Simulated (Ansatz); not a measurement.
# Si in Ansatz: the effect of functional

The system is Si.

```
Si
1.0
     0.00000    2.72185    2.72185
     2.72185    0.00000    2.72185
     2.72185    2.72185    0.00000
Si
2
Cartesian
  2.7219 2.7219 2.7219
  4.0828 4.0828 4.0828
```

Alike in all runs:

```yaml
Program: Ansatz 0.2.0
Task: single point
Potentials_or_basis: all-electron PAW datasets made for the crystal
k_mesh: 6 × 6 × 6
Occupations: fermi-dirac, width 0.05 eV
Spin: no spin polarisation
```

One run gave: gap on the mesh 1.95 eV. Which functional did it use?
A. PBE
B. HSE06
C. PBE0

C.

```tsv
functional	cutoff	gap on the mesh (eV)
PBE	180 eV	0.72
HSE06	200 eV	1.30
PBE0	200 eV	1.95
```

A k mesh can miss the band edges.

Not every run made on this cell is shown here.
